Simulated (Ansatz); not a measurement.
# LiBr (rocksalt type): how the settings move a single-point run

How sensitive is a single-point run of LiBr (rocksalt type) to its settings? A reference run comes first, then one run with altered input.

Method: reference: DFT, PBE, all-electron LAPW, scalar-relativistic, in Ansatz 0.2.0.

## Step 1: The system as given

Symmetry: Fm-3m, No. 225, cubic system. Conventional cell: a = 4.892 Å, b = 4.892 Å, c = 4.892 Å, α = 90.00°, β = 90.00°, γ = 90.00°. Li (site symmetry m-3m) is surrounded by 6 Br at 2.45 Å. Br (site symmetry m-3m) has 6 Li at 2.45 Å in its first shell of neighbours.

Structure file:

```cif
data_structure
_symmetry_space_group_name_H-M 'P 1'
_symmetry_Int_Tables_number 1
_cell_length_a 3.4592
_cell_length_b 3.4592
_cell_length_c 3.4592
_cell_angle_alpha 60.000
_cell_angle_beta 60.000
_cell_angle_gamma 60.000
_cell_volume 29.27
loop_
_atom_site_label
_atom_site_type_symbol
_atom_site_fract_x
_atom_site_fract_y
_atom_site_fract_z
_atom_site_occupancy
Li1 Li 0.00000 0.00000 0.00000 1
Br1 Br 0.50000 0.50000 0.50000 1
```

## Step 2: Reference

The input, input.yaml:

```yaml
crystal:
  lattice:
    - [0.0, 2.4459908468, 2.4459908468]
    - [2.4459908468, 0.0, 2.4459908468]
    - [2.4459908468, 2.4459908468, 0.0]
  atoms:
    - { symbol: Li, position: [0.0, 0.0, 0.0] }
    - { symbol: Br, position: [0.5, 0.5, 0.5] }
kpoints:
  mp_grid: { grid: [13, 13, 13] }
scf:
  occupations: { method: fermi_dirac, width: 0.05 }
hamiltonian:
  xc: pbe
  pseudopotentials: { kind: all_electron, lapw: { basis_error: 0.001 } }
output:
  forces: true
  stress: true
  eigenvalues: true
  populations: true
```

On the command line:

```
$ ansatz run input.yaml --threads 1 --pin off --max-ram 2048MiB --backend cpu --events-out ev --progress --plain --runs-dir out
```

## Step 3: Changing settings: occupations.method tetrahedron, xc pbesol, width left out

input.yaml: that of step 2 with these lines changed.

```diff
@@ -11,5 +11,5 @@
 scf:
-  occupations: { method: fermi_dirac, width: 0.05 }
+  occupations: { method: tetrahedron }
 hamiltonian:
-  xc: pbe
+  xc: pbesol
   pseudopotentials: { kind: all_electron, lapw: { basis_error: 0.001 } }
```

**Question.** What will these runs give? Wanted: for each run, ending; energy change; pressure; gap; force.

**Answer**, as computed:

```tsv
run	ending	energy change	pressure (GPa)	gap (eV)	force (eV/Å)	cycles	time
reference	converged	-	20.0	5.75	0.00	6	7.3 s
1: occupations.method tetrahedron, xc pbesol, width left out	converged	not comparable	16.9	5.58	0.00	6	7.5 s
```

Residual by cycle in the longest SCF loop of each run; runs are numbered as in the table. The quantity is the density residual dr2, in eV.

```tsv
cycle	reference	run 1
1	0.0769	0.0587
2	0.0108	0.00855
3	7.7e-4	4.8e-4
4	1.7e-5	5.9e-6
5	2.2e-7	1.1e-7
6	7.0e-10	4.3e-10
```

Total energies don't compare across a change of functional; the pressure goes from 20.0 to 16.9 GPa and the gap on the mesh goes from 5.75 to 5.58 eV. The smearing changed too. The structure is not at rest: the sound run finds 20 GPa, so these are no properties of the relaxed crystal. 

The gaps are Kohn-Sham values of a semilocal functional, not quasiparticle or optical gaps. Such gaps usually fall short of the measured ones.
